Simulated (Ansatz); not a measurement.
Crystal: SiNi3.

```
Ni Si
1.0
     1.29280    0.74640    7.66199
    -1.29280    0.74640    7.66199
     0.00000   -1.49280    7.66199
Ni Si
3 1
Direct
  0.25473 0.25473 0.25473
  0.50000 0.50000 0.50000
  0.74527 0.74527 0.74527
  0.00000 0.00000 0.00000
```

The cell comes from a database or a generator and needn't be the stable form of this composition.

Base run:

* Program: Ansatz 0.2.0
* Functional: PBEsol
* Potentials or basis: all-electron LAPW, scalar-relativistic
* Cutoff: 280 eV (chosen from the basis error)
* Basis error allowed: 0.002 eV/atom
* k mesh: 12 × 12 × 12
* Occupations: fermi-dirac, width 0.05 eV
* Spin: collinear spin, ferromagnetic start
* Starting moments: [1.0, 1.0, 1.0, 0.0] μB
* Hubbard terms: Ni d U = 2 eV

Its results: band gap on the k mesh none (metal or under the smearing width); pressure -6.2 GPa; net moment 0.82 μB per cell; site moments Ni +0.14, +0.58; Si -0.00 μB; largest force 0.108 eV/Å.

Q: The run is repeated on the same cell with these changes: hubbard terms from Ni d U = 2 eV to none. What comes out?

A: Band gap on the k mesh none (metal or under the smearing width); pressure -6.3 GPa; net moment 0.48 μB per cell; site moments Ni +0.07, +0.36; Si -0.00 μB; largest force 0.060 eV/Å.

Caveats: the magnetic state may not be the lowest (some runs); U is the effective U less J, on atomic orbitals that reach past the spheres (some runs); the U is typed as a test and isn't derived for this compound (some runs).
